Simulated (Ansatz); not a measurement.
A series in volume scale on Mg

Periodic Kohn-Sham DFT of a crystal at fixed atoms, scaled to volume_scale times the given cell; pressure positive in compression, energy less spherical unpolarised free atoms, largest_vzz the field gradient of largest size among the nuclei. The results are calculated, by Ansatz 0.2.0.

The cell before it is scaled or strained (space group Im-3m, No. 229):
```
cell vectors (Å)
  -1.7919     1.7919     1.7919
   1.7919    -1.7919     1.7919
   1.7919     1.7919    -1.7919
atoms (fractions of the cell vectors)
Mg  0.00000  0.00000  0.00000
```

Settings of every row: method frozen-core PAW; functional PBE; relativity scalar; k mesh 13x13x13; filling fermi-dirac; smearing width 0.05 eV; wave cutoff 420 eV; paw set soft_2.

Atom start moment: 0 on all atoms.

Limits: the cell comes from a prototype or a list of computed structures and needn't be the stable phase.

```csv
row,volume scale,V (Å³/atom),pressure (GPa)
1,0.96,22.094,1.53
2,0.98,22.554,?
3,1,23.013,0.001
4,1.02,23.475,-0.657
5,1.04,23.935,-1.251
```

Question: what pressure should row 2 give?

Worked fit of pressure. Take u = (V_r/V)^(2/3) − 1 with V_r = 23.244 Å³ an atom, which is twice the finite (Eulerian) strain; such expansions in the strain, on which the Birch-Murnaghan equation of state is built, carry the rest volume and the bulk modulus. The shown rows have u = 0.03441, 0.00668, -0.00657, -0.01934. Least squares give pressure = −0.3366 + 49.773 × u + 129.86 × u² GPa; a straight line predicts inner rows, each left out in turn, worse (root mean square 0.058 against 0.002 GPa). The rows lie off it by 0.000, -0.001, 0.001, 0.000. The pressure vanishes at u = 0.0066, or V = 23.01 Å³ an atom, and there the bulk modulus at fixed shape and fractions is B = −V dP/dV = (2/3)(1 + u) dP/du = 34.6 GPa. The withheld row has u = 0.02029, so the fit gives −0.3366 + 49.773 × (0.02029) + 129.86 × (0.02029)² = 0.727 GPa.

The calculation gave 0.727 GPa. The fit meets it to the printed digit.
